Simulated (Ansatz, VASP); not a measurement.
**One calculation of Si, two programs**

File INCAR:

```
  PREC = Accurate
  ENCUT = 520
  EDIFF = 1E-7
  ISMEAR = -1
  SIGMA = 0.05
  LREAL = False
  LASPH = True
  NELM = 80
  ALGO = Normal
  ISIF = 2
  LWAVE = False
  LCHARG = False
  GGA = RE
  IVDW = 13
  NBANDS = 11
```

KPOINTS

```
regular mesh
0
Gamma
  8 8 8
```

POSCAR

```
Si
1.0
    0.0000000000      2.7035831784      2.7035831784
    2.7035831784      0.0000000000      2.7035831784
    2.7035831784      2.7035831784      0.0000000000
Si
2
Direct
    0.5000000000      0.5000000000      0.5000000000
    0.7500000000      0.7500000000      0.7500000000
```

The input input.yaml:

```yaml
crystal:
  lattice:
    - [0.0, 2.7035831784, 2.7035831784]
    - [2.7035831784, 0.0, 2.7035831784]
    - [2.7035831784, 2.7035831784, 0.0]
  atoms:
    - { symbol: Si, position: [0.5, 0.5, 0.5] }
    - { symbol: Si, position: [0.75, 0.75, 0.75] }
hamiltonian:
  xc: revpbe
  pseudopotentials: { kind: paw }
  dispersion: d4
kpoints:
  mp_grid: { grid: [8, 8, 8] }
scf:
  occupations: { method: fermi_dirac, width: 0.05 }
output:
  forces: true
  stress: true
  eigenvalues: true
  write_density: true
  write_potential: true
  elf: true
  volumetric_format: npy
```

Alike in both runs: task single point; functional revPBE; dispersion D4; k mesh 8 × 8 × 8; occupations fermi-dirac, width 0.05 eV; no spin polarisation.

|  | VASP | Ansatz |
| --- | --- | --- |
| version | VASP 6.6.1 | Ansatz 0.2.0 |
| potentials or method | VASP PAW PBE potentials, release 64 (Si) | Ansatz PAW |
| plane-wave cutoff (eV) | 520 | 420 |
| valence electrons in the cell | 8 | 8 |

|  | VASP | Ansatz | Ansatz less VASP |
| --- | --- | --- | --- |
| gap on the k mesh at the Fermi level (eV) | 0.63 | 0.63 | +0.001 |
| least direct gap on the mesh (eV) | 2.57 | 2.57 | -0.002 |
| pressure (GPa) | -0.9 | -0.7 | +0.21 |
| dispersion energy (meV/atom) | -596.1 | -596.2 | -0.14 |

Caveats: the PAW data sets were made with another functional, which shifts forces and pressure a little (VASP); the PAW data sets come from PBE, with cores solved anew for the run's functional, which leaves a small shift of forces and pressure (Ansatz). revPBE gaps usually lie below the measured ones, often by a third to a half. A k mesh can miss the band edges.
